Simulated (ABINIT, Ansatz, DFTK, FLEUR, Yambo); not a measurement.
## The band gap of BN, sorted by core time

```xyz
4
Lattice="2.5539 0.0000 0.0000 -1.2770 2.2118 0.0000 0.0000 0.0000 4.2269" Properties=species:S:1:pos:R:3 pbc="T T T"
N     0.0000    1.4745    0.5295
N     1.2770    0.7373    2.6430
B     0.0000    1.4745    2.1123
B     1.2770    0.7373    4.2257
```

Measurements of this composition are mostly on another form, of space group No. 194.

| rung | level | program and potentials | cutoff (eV) | k mesh | task | core time | chip | band gap (eV) | notes |
| --- | --- | --- | --- | --- | --- | --- | --- | --- | --- |
| Hartree-Fock | Hartree-Fock on PBEsol | Yambo, PseudoDojo 0.4.1 SR PBEsol standard | 1143 | 6 × 6 × 4 | Hartree-Fock levels | 11 s | Arm Neoverse V2 | 14.09 | coarse mesh |
| GGA | PBE | ABINIT, JTH PAW PBE v2.0 | 680 | 12 × 12 × 6 | single point | 27 s | Intel Xeon Platinum 8488C Sapphire Rapids | 5.19 | - |
| GGA | PBEsol | ABINIT, JTH PAW PBE v2.0 | 707 | 12 × 12 × 6 | band structure | 45 s | Arm Neoverse V2 | 4.96 | potentials made for PBE |
| GGA | PBEsol | Ansatz, all-electron LAPW, scalar-relativistic | - | 12 × 12 × 6 | band structure | 46 s | AMD EPYC 7R43 Zen 3 | 4.98 | - |
| GGA | PBEsol | FLEUR, all-electron, FLAPW | - | 12 × 12 × 6 | single point | 2.2 min | Intel Xeon Platinum 8375C Ice Lake | 4.97 | - |
| GGA | PBEsol | DFTK, PseudoDojo SR PBEsol 0.4.1 standard (PBEsol) | 1143 | 12 × 12 × 6 | single point | 4.4 min | AMD EPYC 7R43 Zen 3 | 5.04 | - |

Times are single runs on shared hosts and different chips, so they are rough; meshes, cutoffs and the tasks' sizes weigh on the time. All rows: no spin polarisation. Gaps are the least found on the k mesh or the band path, and a mesh can miss the band edges. Meshes differ between rows, which moves values too. All levels ran on this one cell, unrelaxed unless noted. Meshes are those of the run's cell of 4 atoms unless a note names another. Runs on faulty files, with rough fits or with known faults for this quantity aren't shown. No row holds spin-orbit coupling.

By rung: GGA 4.96 to 5.19; Hartree-Fock on coarse meshes 14.09 (eV).

The cell is wurtzite boron nitride, in which every atom is tetrahedrally bonded. Its wide gap comes from short, strong, polar B-N bonds: the valence-band top is mainly N 2p, while the conduction states are antibonding with substantial boron character. The four PBEsol values, 4.96 to 5.04 eV, agree closely across all-electron and pseudopotential treatments, so the description of the core matters little here.

The leap to 14.09 eV in Hartree-Fock reflects bare exchange, which lowers the occupied states strongly while nothing screens the interaction or relaxes the system around an added electron or hole. Semilocal functionals err the other way, largely because their Kohn-Sham gap lacks the derivative discontinuity. The true quasiparticle gap therefore probably lies between the two rungs, well above the GGA values, but their midpoint is no estimate of it. Close agreement among the PBEsol rows shows numerical consistency, not accuracy against experiment. An optical onset would also require the electron-hole attraction, which none of these gaps contains.
